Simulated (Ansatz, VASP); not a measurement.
## PbS (Galena): VASP beside Ansatz

The input INCAR:

```
SYSTEM = PbS
ALGO = Normal
EDIFF = 1E-7
ENCUT = 520
GGA = PE
ISIF = 2
ISMEAR = 0
LASPH = .TRUE.
LCHARG = .FALSE.
LREAL = .FALSE.
LWAVE = .FALSE.
NBANDS = 17
NELM = 60
PREC = Accurate
SIGMA = 0.03
```

The input KPOINTS:

```
k-points
0
G
  8 8 8
  0 0 0
```

POSCAR

```
PbS
1.0
    0.0000000000      2.9657500000      2.9657500000
    2.9657500000      0.0000000000      2.9657500000
    2.9657500000      2.9657500000      0.0000000000
Pb S
1 1
Direct
    0.0000000000      0.0000000000      0.0000000000
    0.5000000000      0.5000000000      0.5000000000
```

input.yaml

```yaml
crystal:
  lattice:
    - [0.0, 2.96575, 2.96575]
    - [2.96575, 0.0, 2.96575]
    - [2.96575, 2.96575, 0.0]
  atoms:
    - { symbol: Pb, position: [0.0, 0.0, 0.0] }
    - { symbol: S, position: [0.5, 0.5, 0.5] }
hamiltonian:
  xc: pbe
  pseudopotentials: { kind: paw }
kpoints:
  mp_grid: { grid: [8, 8, 8] }
scf:
  occupations: { method: gaussian, width: 0.03 }
output:
  forces: true
  stress: true
  eigenvalues: true
```

Alike in both runs: task single point; functional PBE; k mesh 8 × 8 × 8; occupations gaussian, width 0.03 eV; no spin polarisation.

```csv
,VASP,Ansatz
version,VASP 6.6.1,Ansatz 0.2.0
potentials or method,"VASP PAW PBE potentials, release 64 (Pb_d, S)",Ansatz PAW
plane-wave cutoff (eV),520,420
valence electrons in the cell,20,20
```

```tsv
	VASP	Ansatz	Ansatz less VASP
gap on the k mesh at the Fermi level (eV)	0.36	0.36	-0.007
least direct gap on the mesh (eV)	0.36	0.36	-0.007
pressure (GPa)	2.2	2.2	+0.07
```

The functional is the same, so the differences come from potentials, cutoffs and numerics.

Caveats: spin-orbit coupling is left out, which as a rule narrows the gap of such compounds by several tenths of an eV. A k mesh can miss the band edges.
